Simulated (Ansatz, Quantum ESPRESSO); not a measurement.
**Rh: the pressure in 2 programs**

The cell as given:

```cif
data_structure
_symmetry_space_group_name_H-M 'Fm-3m'
_symmetry_Int_Tables_number 225
_cell_length_a 3.7957
_cell_length_b 3.7957
_cell_length_c 3.7957
_cell_angle_alpha 90.000
_cell_angle_beta 90.000
_cell_angle_gamma 90.000
_cell_volume 54.69
loop_
_atom_site_label
_atom_site_type_symbol
_atom_site_symmetry_multiplicity
_atom_site_Wyckoff_symbol
_atom_site_fract_x
_atom_site_fract_y
_atom_site_fract_z
_atom_site_occupancy
Rh1 Rh 4 a 0.00000 0.00000 0.00000 1
```

Kept alike: task relaxation of cell and atoms; functional PBEsol; k mesh 12 × 12 × 12; occupations fermi-dirac, width 0.05 eV; no spin polarisation. The mesh is that of the run's cell of 1 atom. No spin-orbit coupling.

- A: Ansatz, all-electron LAPW, scalar-relativistic
- B: Quantum ESPRESSO, GBRV 1.5 PBEsol, cutoff 707 eV

| pressure (GPa) | A: volume (Å³/atom) | B: volume (Å³/atom) |
| --- | --- | --- |
| 0 | 13.495 | 13.525 |
| 5 | 13.279 | 13.310 |
| 10 | 13.081 | 13.112 |
| 20 | 12.732 | 12.765 |
| 30 | 12.430 | 12.463 |

Values hold for each row's relaxed cell, which stops near the pressure aimed at. The runs follow the start's structure, whether or not it is the stable one at these pressures.

**Question.** How large is the effect of the pressure, and do the programs agree on it?

**Answer.** From 0 to 30 GPa the volume moves by -1.065 in A, -1.062 in B (Å³/atom). Row by row the programs differ by 0.030 to 0.033, and over this span the shifts, as printed, agree within 1 %.
